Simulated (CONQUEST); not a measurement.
**Ti under changes of volume**

One of the cells (17.676 Å³/atom); the others are scaled copies at fixed shape and fractional positions:

```
Ti
1.0
     3.28200    0.00000    0.00000
     0.00000    3.28200    0.00000
     0.00000    0.00000    3.28200
Ti
2
Direct
  0.00000 0.00000 0.00000
  0.50000 0.50000 0.50000
```

This isn't the form of Ti at room conditions, which is hcp.

| Quantity | Value |
| --- | --- |
| Program | CONQUEST 1.3 |
| Functional | PBE |
| Potentials or basis | PseudoDojo NC PBE, DZP, grid of 36 × 36 × 36 points |
| k mesh | 7 × 7 × 7 |
| Occupations | fermi-dirac, width 0.05 eV |
| Spin | no spin polarisation |

| volume (Å³/atom) | energy over the lowest point (meV/atom) | pressure (GPa) |
| --- | --- | --- |
| 16.616 | 16.11 | 6.3 |
| 16.969 | 5.46 | 3.5 |
| 17.323 | 0.41 | 1.5 |
| 17.676 | 0.00 | -1.1 |
| 18.030 | 5.00 | -3.1 |
| 18.383 | ? | ? |
| 18.737 | 26.38 | -6.6 |

Problem. What does the run at 18.383 Å³/atom give?

Solution. Energy over the lowest point 13.51 meV/atom; pressure -4.8 GPa.

Worked out: A Birch-Murnaghan fit of order 3 (a polynomial in V^(-2/3)) to the other rows has its minimum at 17.50 Å³/atom with B0 = V·E''(V) = 109 GPa and B' = 3.5. It gives 13.67 meV/atom at 18.383 Å³/atom, against the run's 13.51, and -dE/dV = -4.9 GPa, against -4.8.

Energies are extrapolated to zero smearing.

Caveats: the basis of atomic orbitals isn't converged, which shifts pressures, moduli and gaps.
